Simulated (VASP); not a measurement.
The system is LuH2.

```xyz
3
Lattice="0.0000 2.5165 2.5165 2.5165 0.0000 2.5165 2.5165 2.5165 0.0000" Properties=species:S:1:pos:R:3 pbc="T T T"
Lu    0.0000    0.0000    0.0000
H     1.2583    1.2583    1.2583
H     3.7748    3.7748    3.7748
```

- Program: VASP 6.6.1
- Task: relaxation of cell and atoms
- Functional: LDA
- Potentials or basis: VASP PAW PBE potentials, release 64 (Lu, H)
- Cutoff: 600 eV
- k mesh: 14 × 14 × 14
- Occupations: methfessel-paxton, width 0.1 eV
- Spin: no spin polarisation

At the start: pressure -6.2 GPa; volume 10.62 Å³/atom.

Question: How do energy, volume and symmetry change on relaxing?

Answer: Over 3 steps the energy falls by 13.9 meV/atom and the volume is 9.93 Å³/atom (-6.5 %); space group Fm-3m (No. 225, to 0.05 Å).

The path:
| step | energy change (eV) | largest force (eV/Å) | pressure (GPa) | volume (Å³) |
| --- | --- | --- | --- | --- |
| 1 | 0.0000 | 0.0000 | -6.19 | 31.87 |
| 2 | -0.0412 | 0.0000 | -0.75 | 30.02 |
| 3 | -0.0416 | 0.0000 | 0.02 | 29.79 |

Final structure:
```xyz
3
Lattice="0.0000 2.4605 2.4605 2.4605 0.0000 2.4605 2.4605 2.4605 0.0000" Properties=species:S:1:pos:R:3 pbc="T T T"
Lu    0.0000    0.0000    0.0000
H     1.2303    1.2303    1.2303
H     3.6908    3.6908    3.6908
```

Caveat: the PAW data sets were made with another functional, which shifts forces and pressure a little.
